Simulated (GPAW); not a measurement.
Runs of GPAW 26.7.0 on Pd. It takes space group Fm-3m (No. 225, cubic). Conventional cell: a = 3.893 Å, b = 3.893 Å, c = 3.893 Å, α = 90.00°, β = 90.00°, γ = 90.00°. Pd (site symmetry m-3m) has 12 Pd at 2.75 Å as nearest neighbours. 

```tsv
task	level	potentials or basis	k mesh	cutoff (eV)	smearing	k mesh for the Wannier functions	wannier start	wannier functional	wannier space	wannier code	gap on the mesh (eV)	V0 of scaled cells (Å³/atom)	B0 (GPa)
Wannier functions	vdW-DF2	GPAW PAW data sets (gpaw-data 1.2.1), other valence, pw	12 × 12 × 12	600	fermi-dirac 0.05 eV	5 × 5 × 5	scdm	std	filled bands	ASE	none	-	-
single point	r2SCAN	GPAW PAW data sets (gpaw-data 1.2.1), pw	9 × 9 × 9	500	fermi-dirac 0.01 eV	-	-	-	-	-	none	-	-
equation of state	revPBE+D3(BJ)	the program's PAW data sets (release 1.2.1) made for this functional, pw	9 × 9 × 9	600	fermi-dirac 0.05 eV	-	-	-	-	-	-	(a)	206
equation of state	OLYP	PAW data sets generated in the run's folder for this functional, pw	9 × 9 × 9	600	fermi-dirac 0.05 eV	-	-	-	-	-	-	15.31	153
equation of state	BLYP+D3(BJ)	PAW data sets generated in the run's folder for this functional, pw	9 × 9 × 9	600	fermi-dirac 0.05 eV	-	-	-	-	-	-	14.77	189
equation of state	LDA	PAW data sets generated in the run's folder for this functional, pw	9 × 9 × 9	600	fermi-dirac 0.05 eV	-	-	-	-	-	-	14.14	228
equation of state	PW91	PAW data sets generated in the run's folder for this functional, pw	9 × 9 × 9	600	fermi-dirac 0.05 eV	-	-	-	-	-	-	(b)	171
eps q	BLYP	PAW data sets generated in the run's folder for this functional, pw	9 × 9 × 9	400	fermi-dirac 0.05 eV	-	-	-	-	-	none	-	-
```

Alike in all rows: no spin polarisation; cell as given.

Problem. Estimate the missing entries.

Solution. (a) 14.43; (b) 15.30.

Caveats: the PAW data sets were made with another functional, which shifts forces and pressure a little (some runs); the Wannier bands cross the Fermi level (some runs); the cutoff is short for stress and forces, so pressures can be off by a GPa or more (some runs).

A k mesh can miss the band edges, and the runs leave out spin-orbit coupling on Pd.

A gap of «none» marks a metal or a gap under the smearing width.

The runs don't all hold the same shells in valence.

Runs at the PBE level aren't shown here.
